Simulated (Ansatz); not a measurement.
# Ni: one cell, many SCF starts, part 2 of 2

How much does the result for Ni depend on the starting moments? The same cell is run from several starts. The cell (2 atoms) is Ni in its experimental structure (space group Fm-3m, primitive cell doubled). Source: COD entry 9012998.

Ansatz 0.2.0; DFT PBEsol, PAW, plane waves, scalar-relativistic. Earlier steps stand in the parts before.

## 6. Parallel moments scaled by 0.03, plain SCF

The input, input.yaml:

```yaml
crystal:
  lattice:
    - [0.0, -1.7694, -1.7694]
    - [-3.5388, -1.7694, -1.7694]
    - [0.0, 1.7694, -1.7694]
  atoms:
    - { symbol: Ni, position: [0.0, 0.0, 0.0], spin: 0.06 }
    - { symbol: Ni, position: [0.0, 0.5, 0.5], spin: 0.06 }
magnetization:
  spin_polarized: true
hamiltonian:
  xc: pbesol
  pseudopotentials: { kind: paw }
basis:
  ecutwfc: 420
kpoints:
  mp_grid: { grid: [15, 9, 12] }
scf:
  occupations: { method: fermi_dirac, width: 0.1 }
  lower_state_search: "off"
output:
  forces: true
  stress: true
```

Run with:

```
ansatz run input.yaml --threads 2 --pin off --max-ram 5120MiB --backend cpu --events-out ev --progress --plain --runs-dir out
```

Log (excerpt; [...] marks lines left out):

```text
[... 9 lines as in an earlier run ...]
Bands: 23, of which v1, the nominal top of the filled ones, is band 18 counted from 1 (17 counted from 0)
[... 7 lines as in an earlier run ...]
Starting moments: Σ|m| = 0.12 μB on 2 of 2 sites
[... 2 lines as in an earlier run ...]
[...]
SCF iter   1: F=—  HF=-11609.867070 eV  |F-HF|=—  |Δ(HF+E_count)|=         —  Δρ=1.40e-2 (↑1.40e-2 ↓9.90e-3)  dr2=2.57e-2  dr2_m=4.80e-3  M=0.160 μB ∫|m|=0.164 μB  β_m=1.00  ethr=7.17e-5  ⟨swp⟩=1.0  Hψ=108357  notcnv=0
[...]
spin-set hold released at iteration 15 (site moments' squared step at or under half its running peak, from the soft ceiling on): the magnetisation degrees of freedom join the quasi-Newton model from the next iteration; the mixer history was flushed
[...]
SCF iter  22: F=-11609.944339 eV  HF=-11609.944339 eV  |F-HF|=2.06e-9  |Δ(HF+E_count)|=   1.57e-8  Δρ=3.50e-6 (↑3.50e-6 ↓3.38e-6)  dr2=4.01e-10  dr2_m=2.05e-9  M=1.274 μB ∫|m|=1.441 μB  ethr=2.78e-10  ⟨swp⟩=3.0  Hψ=80641  notcnv=0
[...]
SCF converged after 22 iterations
Magnetization: 1.2744 μB (18.6372 up, 17.3628 down)
Absolute magnetization: 1.4430 μB (∫|ρ↑−ρ↓|, with the PAW one-centre terms)
Spin contamination: 0.0129 ħ² per cell (⟨S²⟩ above its minimum at these occupations)
Per-site moments (μB) at R_I (Å): [(0.6731340199957428, 1.0322026593709686), (0.6731340199957427, 1.0322026593709686)]
Free energy (F): -11609.944339 eV
[...]
E sigma→0 (E₀):  -11609.889162 eV
Entropy (-TS):   -0.110354 eV (-55.177 meV/atom)
Fermi energy:    17.578360 eV
[... 25 lines left out: energy terms, forces, stress ...]
```

It took 31 s on 2 threads of Arm Neoverse V2, shared host; peak memory 0.58 GiB.

The run ends in the same state as step 2 (ferromagnetic); it took 22 iterations.

## 7. Moments ++ scaled by 1.4, plain SCF

Edit input.yaml of step 6 so:

```diff
@@ -6,4 +6,4 @@
   atoms:
-    - { symbol: Ni, position: [0.0, 0.0, 0.0], spin: 0.06 }
-    - { symbol: Ni, position: [0.0, 0.5, 0.5], spin: 0.06 }
+    - { symbol: Ni, position: [0.0, 0.0, 0.0], spin: 2.8 }
+    - { symbol: Ni, position: [0.0, 0.5, 0.5], spin: 2.8 }
 magnetization:
@@ -23 +23,5 @@
   stress: true
+  write_density: true
+  write_potential: true
+  elf: true
+  volumetric_format: npy
```

Run with:

```
ansatz run input.yaml --threads 2 --pin off --max-ram 5120MiB --backend cpu --events-out ev --progress --plain --runs-dir out
```

Log (excerpt; [...] marks lines left out):

```text
[... 9 lines as in an earlier run ...]
Bands: 25, of which v1, the nominal top of the filled ones, is band 18 counted from 1 (17 counted from 0)
[... 7 lines as in an earlier run ...]
Starting moments: Σ|m| = 5.6 μB on 2 of 2 sites
[... 2 lines as in an earlier run ...]
[...]
SCF iter   1: F=—  HF=-11608.414228 eV  |F-HF|=—  |Δ(HF+E_count)|=         —  Δρ=2.05e-1 (↑2.05e-1 ↓1.86e-1)  dr2=8.45e-2  dr2_m=7.74e0  M=2.235 μB ∫|m|=2.414 μB  β_m=0.30  ethr=2.35e-4  ⟨swp⟩=1.0  Hψ=117465  notcnv=0
[...]
spin-set hold released at iteration 8 (site moments contracting): the magnetisation degrees of freedom join the quasi-Newton model from the next iteration; the mixer history was flushed
[...]
SCF iter  16: F=-11609.944339 eV  HF=-11609.944339 eV  |F-HF|=8.19e-11  |Δ(HF+E_count)|=   4.41e-9  Δρ=3.10e-6 (↑2.11e-6 ↓3.10e-6)  dr2=2.59e-10  dr2_m=1.07e-9  M=1.274 μB ∫|m|=1.441 μB  ethr=2.67e-11  ⟨swp⟩=5.2  Hψ=116433  notcnv=0
[...]
SCF converged after 16 iterations
Magnetization: 1.2745 μB (18.6372 up, 17.3628 down)
Absolute magnetization: 1.4431 μB (∫|ρ↑−ρ↓|, with the PAW one-centre terms)
Spin contamination: 0.0129 ħ² per cell (⟨S²⟩ above its minimum at these occupations)
Per-site moments (μB) at R_I (Å): [(0.6731560721014398, 1.0322026593709686), (0.6731560721014395, 1.0322026593709686)]
Free energy (F): -11609.944339 eV
[...]
E sigma→0 (E₀):  -11609.889164 eV
Entropy (-TS):   -0.110351 eV (-55.176 meV/atom)
Fermi energy:    17.578388 eV
[... 30 lines left out: energy terms, forces, stress, bands ...]
```

Run time: 28 s. Hardware: 2 threads of Arm Neoverse V2, shared host; peak memory 0.62 GiB.

The run ends in the same state as step 2 (ferromagnetic); it took 16 iterations.

## 8. A moment on one site alone, plain SCF

Edit input.yaml of step 7 so:

```diff
@@ -6,4 +6,4 @@
   atoms:
-    - { symbol: Ni, position: [0.0, 0.0, 0.0], spin: 2.8 }
-    - { symbol: Ni, position: [0.0, 0.5, 0.5], spin: 2.8 }
+    - { symbol: Ni, position: [0.0, 0.0, 0.0], spin: 2.0 }
+    - { symbol: Ni, position: [0.0, 0.5, 0.5] }
 magnetization:
```

Run with:

```
ansatz run input.yaml --threads 2 --pin off --max-ram 5120MiB --backend cpu --events-out ev --progress --plain --runs-dir out
```

Log (excerpt; [...] marks lines left out):

```text
[... 17 lines as in an earlier run ...]
Starting moments: Σ|m| = 2 μB on 1 of 2 sites
[... 2 lines as in an earlier run ...]
SCF iter   1: F=—  HF=-11609.700756 eV  |F-HF|=—  |Δ(HF+E_count)|=         —  Δρ=1.13e-1 (↑1.13e-1 ↓2.75e-2)  dr2=2.18e0  dr2_m=8.14e-1  M=1.453 μB ∫|m|=1.554 μB  β_m=0.30  ethr=3.10e-3  ⟨swp⟩=4.8  Hψ=78801  notcnv=0
[...]
spin-set hold released at iteration 5 (the charge has settled, or the pull on large starting moments outlasts its swing): the magnetisation degrees of freedom join the quasi-Newton model from the next iteration; the mixer history was flushed
[...]
SCF iter  20: F=-11609.944339 eV  HF=-11609.944339 eV  |F-HF|=1.40e-9  |Δ(HF+E_count)|=  1.24e-10  Δρ=2.56e-6 (↑9.35e-7 ↓2.56e-6)  dr2=1.62e-9  dr2_m=2.20e-10  M=1.274 μB ∫|m|=1.441 μB  ethr=2.22e-10  ⟨swp⟩=5.1  Hψ=118111  notcnv=0
[...]
SCF converged after 20 iterations
Magnetization: 1.2745 μB (18.6372 up, 17.3628 down)
Absolute magnetization: 1.4430 μB (∫|ρ↑−ρ↓|, with the PAW one-centre terms)
Spin contamination: 0.0129 ħ² per cell (⟨S²⟩ above its minimum at these occupations)
Per-site moments (μB) at R_I (Å): [(0.6731521914312326, 1.0322026593709686), (0.6731434000226411, 1.0322026593709686)]
Free energy (F): -11609.944339 eV
[...]
E sigma→0 (E₀):  -11609.889163 eV
Entropy (-TS):   -0.110353 eV (-55.176 meV/atom)
Fermi energy:    17.578385 eV
[... 30 lines left out: energy terms, forces, stress, bands ...]
```

It took 28 s on 2 threads of Arm Neoverse V2, shared host; peak memory 0.61 GiB.

This is the state of step 2 again (ferromagnetic), after 20 iterations.

## 9. Parallel moments, Broyden mixing, no switch to direct minimisation

Edit input.yaml of step 8 so:

```diff
@@ -7,3 +7,3 @@
     - { symbol: Ni, position: [0.0, 0.0, 0.0], spin: 2.0 }
-    - { symbol: Ni, position: [0.0, 0.5, 0.5] }
+    - { symbol: Ni, position: [0.0, 0.5, 0.5], spin: 2.0 }
 magnetization:
@@ -20,2 +20,4 @@
   lower_state_search: "off"
+  algorithm: density_mixing
+  mixing: { algorithm: broyden, beta: 0.3 }
 output:
```

Run with:

```
ansatz run input.yaml --threads 2 --pin off --max-ram 5120MiB --backend cpu --events-out ev --progress --plain --runs-dir out
```

Log (excerpt; [...] marks lines left out):

```text
[... 17 lines as in an earlier run ...]
Starting moments: Σ|m| = 4 μB on 2 of 2 sites
[... 3 lines as in an earlier run ...]
SCF iter   1: F=—  HF=-11609.392689 eV  |F-HF|=—  |Δ(HF+E_count)|=         —  Δρ=1.22e-1 (↑1.22e-1 ↓1.16e-1)  dr2=2.32e-2  dr2_m=2.86e0  M=1.903 μB ∫|m|=2.109 μB  β_m=0.57  ethr=6.43e-5  ⟨swp⟩=1.0  Hψ=112146  notcnv=0
[...]
[... 1 line as in an earlier run ...]
[...]
SCF iter  15: F=-11609.944339 eV  HF=-11609.944339 eV  |F-HF|=2.49e-10  |Δ(HF+E_count)|=   2.12e-8  Δρ=1.88e-6 (↑1.88e-6 ↓1.35e-6)  dr2=5.33e-11  dr2_m=4.74e-10  M=1.274 μB ∫|m|=1.441 μB  ethr=1.00e-12  ⟨swp⟩=4.1  Hψ=119562  notcnv=0
[...]
this state was not tested for a lower state beside it, because the mixer in use, unlike msr1, does not test its closes by its own steps (another_mixer; see scf.mixing.algorithm and scf.lower_state_search)
SCF converged after 15 iterations
Magnetization: 1.2745 μB (18.6372 up, 17.3628 down)
Absolute magnetization: 1.4430 μB (∫|ρ↑−ρ↓|, with the PAW one-centre terms)
Spin contamination: 0.0129 ħ² per cell (⟨S²⟩ above its minimum at these occupations)
Per-site moments (μB) at R_I (Å): [(0.6731458029531309, 1.0322026593709686), (0.6731458029531308, 1.0322026593709686)]
Free energy (F): -11609.944339 eV
[...]
E sigma→0 (E₀):  -11609.889163 eV
Entropy (-TS):   -0.110353 eV (-55.176 meV/atom)
Fermi energy:    17.578377 eV
[... 30 lines left out: energy terms, forces, stress, bands ...]
```

Wall time 31 s (2 threads of Arm Neoverse V2, shared host); peak memory 0.62 GiB.

This is the state of step 2 again (ferromagnetic), after 15 iterations.

## 10. Parallel moments, spin not held back in the first iterations, no switch to direct minimisation

Edit input.yaml of step 9 so:

```diff
@@ -21,3 +21,3 @@
   algorithm: density_mixing
-  mixing: { algorithm: broyden, beta: 0.3 }
+  mixing: { spin_hold: "off" }
 output:
@@ -25,5 +25 @@
   stress: true
-  write_density: true
-  write_potential: true
-  elf: true
-  volumetric_format: npy
```

Run with:

```
ansatz run input.yaml --threads 2 --pin off --max-ram 5120MiB --backend cpu --events-out ev --progress --plain --runs-dir out
```

Log (excerpt; [...] marks lines left out):

```text
[... 17 lines as in an earlier run ...]
Starting moments: Σ|m| = 4 μB on 2 of 2 sites
[... 2 lines as in an earlier run ...]
[...]
SCF iter   1: F=—  HF=-11609.337493 eV  |F-HF|=—  |Δ(HF+E_count)|=         —  Δρ=1.18e-1 (↑1.18e-1 ↓1.13e-1)  dr2=1.94e-2  dr2_m=2.67e0  M=1.892 μB ∫|m|=2.041 μB  β_m=0.30  ethr=5.37e-5  ⟨swp⟩=1.1  Hψ=112178  notcnv=0
[...]
SCF iter   9: F=-11609.944339 eV  HF=-11609.944339 eV  |F-HF|=6.83e-9  |Δ(HF+E_count)|=   1.62e-8  Δρ=1.08e-5 (↑3.91e-6 ↓1.08e-5)  dr2=8.08e-9  dr2_m=4.02e-9  M=1.274 μB ∫|m|=1.441 μB  ethr=2.78e-10  ⟨swp⟩=4.0  Hψ=74255  notcnv=0
[...]
SCF converged after 9 iterations
Magnetization: 1.2745 μB (18.6372 up, 17.3628 down)
Absolute magnetization: 1.4430 μB (∫|ρ↑−ρ↓|, with the PAW one-centre terms)
Spin contamination: 0.0129 ħ² per cell (⟨S²⟩ above its minimum at these occupations)
Per-site moments (μB) at R_I (Å): [(0.6731476606055107, 1.0322026593709686), (0.6731476606055105, 1.0322026593709686)]
Free energy (F): -11609.944339 eV
[...]
E sigma→0 (E₀):  -11609.889164 eV
Entropy (-TS):   -0.110351 eV (-55.175 meV/atom)
Fermi energy:    17.578359 eV
[... 25 lines left out: energy terms, forces, stress ...]
```

Wall time 15 s (2 threads of Arm Neoverse V2, shared host); peak memory 0.6 GiB.

This is the state of step 2 again (ferromagnetic), after 9 iterations.

## 11. The runs side by side

```csv
step,iterations,state,moments of Ni1 Ni2 (μB),total (μB),gap (eV),pressure (GPa),above lowest (meV/atom)
2,9,1,0.67 0.67,1.27,none,-12.4,0.0
3,13,2,0.00 0.00,0.00,none,-13.4,34.1
4,6,2,0.00 0.00,0.00,none,-13.4,34.1
5,10,1,0.67 0.67,1.27,none,-12.4,0.0
6,22,1,0.67 0.67,1.27,none,-12.4,0.0
7,16,1,0.67 0.67,1.27,none,-12.4,0.0
8,20,1,0.67 0.67,1.27,none,-12.4,0.0
9,15,1,0.67 0.67,1.27,none,-12.4,0.0
10,9,1,0.67 0.67,1.27,none,-12.4,0.0
```

States are numbered from the lowest. Starts by step: 2 parallel moments, plain SCF; 3 opposed moments +-, plain SCF; 4 no spin polarisation; 5 spin on, no moments given (the program may seed its own), plain SCF; 6 parallel moments scaled by 0.03, plain SCF; 7 moments ++ scaled by 1.4, plain SCF; 8 a moment on one site alone, plain SCF; 9 parallel moments, Broyden mixing, no switch to direct minimisation; 10 parallel moments, spin not held back in the first iterations, no switch to direct minimisation.

The 9 runs of this session took 3.2 min in all, from 6.5 s to 31 s each.

Decimal logarithm of the largest residual (eV) by iteration, counted through all cycles of a run (7 of the 9 runs):

| iteration | step 2 | step 3 | step 4 | step 5 | step 6 | step 7 | step 9 |
| --- | --- | --- | --- | --- | --- | --- | --- |
| 1 | 0.5 | 0.6 | -1.1 | 0.8 | -1.6 | 0.9 | 0.5 |
| 2 | 0.3 | 0.5 | -1.9 | -0.4 | -1.7 | 0.7 | -0.1 |
| 3 | 0.4 | 0.1 | -3.8 | -0.6 | -2.6 | 0.5 | -2.3 |
| 4 | -2.4 | -1.5 | -6.3 | -0.3 | -2.4 | 0.2 | -2.2 |
| 5 | -3.0 | -2.3 | -7.7 | -3.2 | -2.3 | 0.0 | -2.7 |
| 7 | -4.7 | -3.8 | - | -3.7 | -2.0 | -0.4 | -3.5 |
| 9 | -8.1 | -4.5 | - | -6.5 | -1.9 | -0.8 | -4.4 |
| 11 | - | -6.2 | - | - | -1.9 | -3.1 | -7.5 |
| 12 | - | -7.9 | - | - | -2.0 | -4.0 | -6.6 |
| 14 | - | - | - | - | -2.3 | -6.9 | -8.0 |
| 16 | - | - | - | - | -2.1 | -9.0 | - |
| 18 | - | - | - | - | -1.6 | - | - |
| 20 | - | - | - | - | -4.6 | - | - |
| 22 | - | - | - | - | -8.7 | - | - |

## 12. Outcome

What follows sums up all 2 parts.

```
                      quantity                               value
               distinct states             2 from 9 converged runs
lowest state from plain starts                       ferromagnetic
                   its moments               Ni1 0.67, Ni2 0.67 μB
                  total moment                    1.27 μB per cell
             gap on the k-mesh                                none
                      pressure                           -12.4 GPa
                 largest force                          0.000 eV/Å
                    next state  non-magnetic, 34.1 meV/atom higher
```

In words: 9 runs converged, to 2 different states. Switching spin polarisation off costs 34.1 meV/atom in free energy, smearing entropy included. These are lowest states among those tried, not proven ground states. The mesh has less symmetry than the lattice, which lowers the symmetry of the run.
